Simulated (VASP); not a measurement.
# InAs (F-43m) in VASP: settings compared

One crystal, InAs, is run at these levels: r2SCAN, LDA, PBEsol, PBE; tasks: phonons, elastic constants, band structure.

Everything below comes from runs of VASP 6.6.1. Logs are shortened: lines on timing, memory, paths and dates and some standing lists are left out, and cuts for length are marked.

**Measured values to compare with.**

From a printed reference work, data compilation, for a bulk crystal of InAs at 4.2 K: band gap 0.418 eV (direct).

The runs below are set against these values where they give the same quantity.

**1. The crystal as given**

It takes space group F-43m (No. 216, cubic). The conventional cell has a = 6.110 Å, b = 6.110 Å, c = 6.110 Å, α = 90.00°, β = 90.00°, γ = 90.00°. In (site symmetry -43m) has 4 As at 2.65 Å as nearest neighbours. As (site symmetry -43m) has 4 In at 2.65 Å as nearest neighbours.

**2. Phonons, r2SCAN**

The input, POSCAR:

```
InAs
1.0
    0.0000000000      3.0551307112      3.0551307112
    3.0551307112      0.0000000000      3.0551307112
    3.0551307112      3.0551307112      0.0000000000
  In              As
     1     1
Direct
     0.0000000000000000    0.0000000000000000    0.0000000000000000
     0.2500000000000000    0.2500000000000000    0.2500000000000000
```

The input, INCAR.step1:

```
SYSTEM = InAs
PREC     = Accurate       ! precision mode
ENCUT    = 600            ! plane-wave cutoff, eV
EDIFF    = 1E-8           ! SCF threshold, eV
ISMEAR   = 0              ! smearing method
SIGMA    = 0.03           ! smearing width, eV
LREAL    = .FALSE.        ! projectors in reciprocal space
LASPH    = .TRUE.         ! aspherical terms in the spheres
NELM     = 80             ! most SCF steps
ALGO     = Normal         ! electronic algorithm
ISIF     = 3              ! what is computed and relaxed
LWAVE    = .FALSE.        ! write WAVECAR
LCHARG   = .FALSE.        ! write CHGCAR
METAGGA  = R2SCAN         ! meta-GGA
LMIXTAU  = .TRUE.       
IBRION   = 2              ! ionic algorithm
NSW      = 40             ! ionic steps
EDIFFG   = -0.002         ! ionic threshold
```

The input, INCAR.step2:

```
SYSTEM = InAs
PREC     = Accurate       ! precision mode
ENCUT    = 600            ! plane-wave cutoff, eV
EDIFF    = 1E-8           ! SCF threshold, eV
ISMEAR   = 0              ! smearing method
SIGMA    = 0.03           ! smearing width, eV
LREAL    = .FALSE.        ! projectors in reciprocal space
LASPH    = .TRUE.         ! aspherical terms in the spheres
NELM     = 80             ! most SCF steps
ALGO     = Normal         ! electronic algorithm
ISIF     = 2              ! what is computed and relaxed
LWAVE    = .FALSE.        ! write WAVECAR
LCHARG   = .FALSE.        ! write CHGCAR
METAGGA  = R2SCAN         ! meta-GGA
LMIXTAU  = .TRUE.       
IBRION   = 6              ! ionic algorithm
NFREE    = 2            
POTIM    = 0.015          ! step
NSW      = 1              ! ionic steps
```

The input, KPOINTS:

```
Automatic mesh
0
G
  10 10 10
  0 0 0
```

Potentials or basis: VASP PAW PBE potentials, release 64 (In_d, As).

On the command line:

```console
cat potpaw_PBE.64/In_d/POTCAR potpaw_PBE.64/As/POTCAR > POTCAR
cp INCAR.step1 INCAR
mpirun -np 1 vasp_std > vasp.out
cp CONTCAR POSCAR
cp INCAR.step2 INCAR
mpirun -np 1 vasp_std > vasp.out
```

OUTCAR:

```text
SYSTEM = InAs
   PREC = Accurate
   ENCUT = 600
   EDIFF = 1E-8
   ISMEAR = 0
   LREAL = .FALSE.
   LASPH = .TRUE.
   NELM = 80
   ISIF = 2
   METAGGA = R2SCAN
   IBRION = 6
   NFREE = 2
   POTIM = 0.015
   NSW = 1

 ion  position               nearest neighbor table
   1  0.000  0.000  0.000-   2 2.65   2 2.65   2 2.65   2 2.65
   2  0.250  0.250  0.250-   1 2.65   1 2.65   1 2.65   1 2.65

  LATTYP: Found a face centered cubic cell.
 ALAT       =     6.1090491584

  Lattice vectors:

 A1 = (   0.0000000000,   3.0545245792,   3.0545245792)
 A2 = (   3.0545245792,   0.0000000000,   3.0545245792)
 A3 = (   3.0545245792,   3.0545245792,   0.0000000000)

Analysis of symmetry for initial positions (statically):
=====================================================================
 Subroutine PRICEL returns:
 Original cell was already a primitive cell.

 Routine SETGRP: Setting up the symmetry group for a
 face centered cubic supercell.

 Subroutine GETGRP returns: Found 24 space group operations
 (whereof 24 operations were pure point group operations)
 out of a pool of 48 trial point group operations.

The static configuration has the point symmetry T_d .

Analysis of symmetry for dynamics (positions and initial velocities):
=====================================================================
 Subroutine PRICEL returns:
 Original cell was already a primitive cell.

 Routine SETGRP: Setting up the symmetry group for a
 face centered cubic supercell.

 Subroutine GETGRP returns: Found 24 space group operations
 (whereof 24 operations were pure point group operations)
 out of a pool of 48 trial point group operations.

The dynamic configuration has the point symmetry T_d .

 Subroutine INISYM returns: Found 24 space group operations
 (whereof 24 operations are pure point group operations),
 and found     1 'primitive' translations

----------------------------------------------------------------------------------------

                                     Primitive cell

  volume of cell :      56.9982

  direct lattice vectors                    reciprocal lattice vectors
     0.000000000  3.054524579  3.054524579    -0.163691595  0.163691595  0.163691595
     3.054524579  0.000000000  3.054524579     0.163691595 -0.163691595  0.163691595
     3.054524579  3.054524579  0.000000000     0.163691595  0.163691595 -0.163691595

  length of vectors
     4.319750087  4.319750087  4.319750087     0.283522159  0.283522159  0.283522159

  position of ions in fractional coordinates (direct lattice)
     0.000000000  0.000000000  0.000000000
     0.250000000  0.250000000  0.250000000

  ion indices of the primitive-cell ions
   primitive index   ion index
                 1           1
                 2           2

----------------------------------------------------------------------------------------

 KPOINTS: Automatic mesh

Automatic generation of k-mesh.
 Grid dimensions read from file:
 generate k-points for:   10   10   10

 Generating k-lattice:

  Cartesian coordinates                     Fractional coordinates (reciprocal lattice)
    -0.016369159  0.016369159  0.016369159     0.100000000  0.000000000  0.000000000
     0.016369159 -0.016369159  0.016369159     0.000000000  0.100000000  0.000000000
     0.016369159  0.016369159 -0.016369159     0.000000000  0.000000000  0.100000000

  Length of vectors
     0.028352216  0.028352216  0.028352216

  Shift w.r.t. Gamma in fractional coordinates (k-lattice)
     0.000000000  0.000000000  0.000000000

 Subroutine IBZKPT returns following result:
 ===========================================

 Found     47 irreducible k-points:

 Following reciprocal coordinates:
            Coordinates               Weight
  0.000000  0.000000  0.000000      1.000000
  0.100000  0.000000  0.000000      8.000000
[... 31 lines left out ...]
 SYSTEM =  InAs
   PREC   = accura    normal or accurate (medium, high low for compatibility)
   ISTART =      0    job   : 0-new  1-cont  2-samecut
   ICHARG =      2    charge: 1-file 2-atom 10-const
   ISPIN  =      1    spin polarized calculation?
   LNONCOLLINEAR =      F non collinear calculations
   LSORBIT =      F    spin-orbit coupling
   LASPH  =      T    aspherical Exc in radial PAW
   ENCUT  =  600.0 eV  44.10 Ry    6.64 a.u.   8.63  8.63  8.63*2*pi/ulx,y,z
   NELM   =     80;   NELMIN=  2; NELMDL=  0     # of ELM steps
   EDIFF  = 0.1E-07   stopping-criterion for ELM
   LREAL  =      F    real-space projection
   EDIFFG = 0.1E-06   stopping-criterion for IOM
   NSW    =     61    number of steps for IOM
   IBRION =      6    ionic relax: 0-MD 1-quasi-New 2-CG
   NFREE  =      2    steps in history (QN), initial steepest desc. (CG)
   ISIF   =      2    stress and relaxation
   ISYM   =      2    0-nonsym 1-usesym 2-fastsym
   POTIM  = 0.0150    time-step for ionic-motion
   TEBEG  =    0.0;   TEEND  =   0.0 temperature during run
   PSTRESS=    0.0 pullay stress
   NELECT =      18.0000    total number of electrons
   NUPDOWN=      -1.0000    fix difference up-down
   EMIN   =  10.00;   EMAX   =-10.00  energy-range for DOS
   EFERMI =   0.00;   METHOD = LEGACY
   ISMEAR =     0;   SIGMA  =   0.03  broadening in eV -4-tet -1-fermi 0-gaus
   EFERMI_NEDOS =   21; number of points for ismear=-14 and -15
   IALGO  =     38    algorithm
   IMIX   =      4    mixing-type and parameters
     AMIX     =   0.40;   BMIX     =  1.00
     AMIX_MAG =   1.60;   BMIX_MAG =  1.00
  volume/ion in A,a.u.               =      28.50       192.32
  Fermi-wavevector in a.u.,A,eV,Ry     =   1.114839  2.106740 16.910210  1.242865
  Thomas-Fermi vector in A             =   2.251438
   LORBIT       =      0    0 simple, 1 ext, 2 COOP (PROOUT), +10 PAW based schemes
   METAGGA = R2SCAN    functional components
   LHFCALC =     F    Hartree Fock is set to
   AEXX    =    0.0000 exact exchange contribution
   IVDW    =     0    specifies the selected vdW correction
   LEPSILON=     F    determine dielectric tensor
   LRPA    =     F    only Hartree local field effects (RPA)
 finite differences with symmetry
 non-spin polarized calculation
 Gauss-broadening in eV      SIGMA  =   0.03
  energy-cutoff  :      600.00
  volume of cell :       57.00
 maximum number of plane-waves:      1917
   NGX = 17   NGY = 17   NGZ = 17

--------------------------------------- Ionic step        1  -------------------------------------------

 number of electron      18.0000002 magnetization

 Free energy of the ion-electron system (eV)
  ---------------------------------------------------
  ext. energy  EPLUGINS =         0.00000000
  ---------------------------------------------------
  free energy    TOTEN  =       -38.06245661 eV

  energy without entropy =      -38.06244720  energy(sigma->0) =      -38.06245191

------------------------ aborting loop because EDIFF is reached ----------------------------------------

  FORCE on cell =-STRESS in cart. coord.  units (eV):
  Direction    XX          YY          ZZ          XY          YZ          ZX
  --------------------------------------------------------------------------------------
  -------------------------------------------------------------------------------------
  Total        0.0022561      0.0022561      0.0022561      0.0000000     -0.0000000     -0.0000000
  in kB        0.0634182      0.0634182      0.0634182      0.0000000     -0.0000000     -0.0000000
  external PRESSURE =       0.0634182 kB  Pullay stress =       0.0000000 kB
[... 131 lines left out ...]
--------------------------------------- Ionic step        5  -------------------------------------------

 number of electron      18.0000001 magnetization

 Free energy of the ion-electron system (eV)
  ---------------------------------------------------
  ext. energy  EPLUGINS =         0.00000000
  ---------------------------------------------------
  free energy    TOTEN  =       -38.06162876 eV

  energy without entropy =      -38.06161196  energy(sigma->0) =      -38.06162036

 E-fermi :   4.0218     XC(G=0):  -9.5166

 val. band max:        3.9958345249   @ k =   0.0000   0.0000   0.0000
 cond. band min:       4.0472830124   @ k =   0.0000   0.0000   0.0000
 fundamental gap:      0.0514484875
 Fermi energy:         4.0218146147

 k-point     1 :       0.0000    0.0000    0.0000
  band No.  band energies     occupation
      1     -10.8289      2.00000
      2     -10.8265      2.00000
      3     -10.8236      2.00000
      4     -10.6918      2.00000
      5     -10.6918      2.00000
      6      -8.1343      2.00000
      7       3.9361      1.99995
      8       3.9665      1.99083
      9       3.9958      1.77932
     10       4.0473      0.22991
     11       8.2024      0.00000
     12       8.2230      0.00000
     13       8.2453      0.00000
[... 354 lines left out ...]
  band No.  band energies     occupation
      1     -10.9718      2.00000
      2     -10.7672      2.00000
      3     -10.7654      2.00000
      4     -10.7163      2.00000
      5     -10.6752      2.00000
      6      -6.6879      2.00000
      7      -0.9907      2.00000
      8       1.8245      2.00000
      9       2.0653      2.00000
     10       6.3204      0.00000
     11       7.0401      0.00000
     12      11.0152      0.00000
     13      11.7647      0.00000

 [... further k-points ...]
[... 5 lines left out ...]
  --------------------------------------------------------------------------------------
  -------------------------------------------------------------------------------------
  Total        0.0050461      0.0068406      0.0068406      0.0000000      0.1092252      0.0000000
  in kB        0.1418430      0.1922835      0.1922835      0.0000000      3.0702404      0.0000000
  external PRESSURE =       0.1754700 kB  Pullay stress =       0.0000000 kB
[... 17 lines left out ...]
  FREE ENERGIE OF THE ION-ELECTRON SYSTEM (eV)
  ---------------------------------------------------
  free  energy   TOTEN  =       -38.0616287642 eV

  energy  without entropy=      -38.0616119631  energy(sigma->0) =      -38.06162036

 INTERNAL STRAIN TENSORS FROM DISPLACED ATOMS
 ============================================

 INTERNAL STRAIN TENSOR FOR ION    1 for displacements in x,y,z  (eV/Angst):
          X           Y           Z          XY          YZ          ZX
  --------------------------------------------------------------------------------
  x    -0.00000     0.00000     0.00000     0.00000     7.28014     0.00000
  y     0.00000    -0.00000     0.00000     0.00000     0.00000     7.28014
  z     0.00000     0.00000    -0.00000     7.28014     0.00000     0.00000

 INTERNAL STRAIN TENSOR FOR ION    2 for displacements in x,y,z  (eV/Angst):
          X           Y           Z          XY          YZ          ZX
  --------------------------------------------------------------------------------
  x     0.00000     0.00000     0.00000     0.00000    -7.27803     0.00000
  y     0.00000     0.00000     0.00000     0.00000     0.00000    -7.27803
  z     0.00000     0.00000     0.00000    -7.27803     0.00000     0.00000

 Eigenvectors and eigenvalues of the dynamical matrix
 ----------------------------------------------------

   1 f  =    6.298637 THz    39.575501 2PiTHz  210.099904 cm-1    26.049056 meV
             X         Y         Z           dx          dy          dz
      0.000000  0.000000  0.000000     0.000000    0.628317    0.000000
      1.527262  1.527262  1.527262     0.000000   -0.777958    0.000000
[... 21 lines left out ...]
   6 f/i=    0.000519 THz     0.003259 2PiTHz    0.017303 cm-1     0.002145 meV
             X         Y         Z           dx          dy          dz
      0.000000  0.000000  0.000000     0.000000    0.000000    0.777958
      1.527262  1.527262  1.527262     0.000000    0.000000    0.628317

 ELASTIC MODULI CONTR FROM IONIC RELAXATION (kBar)
 Direction    XX          YY          ZZ          XY          YZ          ZX
 --------------------------------------------------------------------------------
 XX          -0.0000      0.0000      0.0000     -0.0000      0.0000     -0.0000
 YY           0.0000     -0.0000     -0.0000     -0.0000     -0.0000      0.0000
 ZZ           0.0000     -0.0000     -0.0000      0.0000     -0.0000     -0.0000
 XY          -0.0000     -0.0000      0.0000   -202.3783     -0.0000      0.0000
 YZ           0.0000     -0.0000     -0.0000     -0.0000   -202.3783      0.0000
 ZX          -0.0000      0.0000     -0.0000      0.0000      0.0000   -202.3783
 --------------------------------------------------------------------------------
```

Wall time 23 min (1 thread of Intel Xeon Platinum 8488C (Sapphire Rapids), shared host); peak memory 0.44 GiB.

What came out:

```
Relaxed volume                                          : 28.50 Å³/atom
Relaxed cell                                            : a = 4.320 Å, b = 4.320 Å, c = 4.320 Å, α = 60.00°, β = 60.00°, γ = 60.00°
Space group after relaxing (to 0.05 Å)                  : F-43m (No. 216)
Highest phonon frequency at Γ, LO-TO splitting left out : 210 cm⁻¹
```

Final structure:
```xyz
2
Lattice="0.0000 3.0545 3.0545 3.0545 0.0000 3.0545 3.0545 3.0545 0.0000" Properties=species:S:1:pos:R:3 pbc="T T T"
In    0.0000    0.0000    0.0000
As    1.5273    1.5273    1.5273
```

Phonon frequencies in cm⁻¹ (negative: imaginary):
```
              q point        frequencies
(0.000, 0.000, 0.000)  0 0 0 210 210 210
```

Caveat: the PAW data sets were made with another functional, which shifts forces and pressure a little.

(Continued in part 2 of 2.)
